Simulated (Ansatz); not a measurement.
# Pd under changes of volume

One of the cells (14.750 Å³/atom); the others are scaled copies at fixed shape and fractional positions:

```
CELL_PARAMETERS angstrom
0.00000 1.94650 1.94650
1.94650 0.00000 1.94650
1.94650 1.94650 0.00000
ATOMIC_POSITIONS crystal
Pd 0.00000 0.00000 0.00000
```

```yaml
Program: Ansatz 0.2.0
Functional: PBE0
Potentials_or_basis: Ansatz PAW
Cutoff: "420 eV (not typed: the program's choice for these potentials)"
k_mesh: 8 × 8 × 8
Occupations: fermi-dirac, width 0.05 eV
Spin: no spin polarisation
```

```tsv
volume (Å³/atom)	energy over the lowest point (meV/atom)	pressure (GPa)
13.865	53.57	16.8
14.160	27.47	11.5
14.455	10.58	6.9
14.750	?	?
15.045	0.00	-0.8
15.340	4.37	-4.0
15.635	14.36	-6.7
```

Task: What does the run at 14.750 Å³/atom give?

Result: Energy over the lowest point 1.71 meV/atom; pressure 2.8 GPa.

Worked out: A Birch-Murnaghan fit of order 3 (a polynomial in V^(-2/3)) to the other rows has its minimum at 14.98 Å³/atom with B0 = V·E''(V) = 177 GPa and B' = 5.6. It gives 1.73 meV/atom at 14.750 Å³/atom, against the run's 1.71, and -dE/dV = 2.8 GPa, against 2.8.

Energies are extrapolated to zero smearing.

Caveats: the PAW data sets come from PBE, with cores solved anew for the run's functional, which leaves a small shift of forces and pressure; the thresholds are loose for stress.
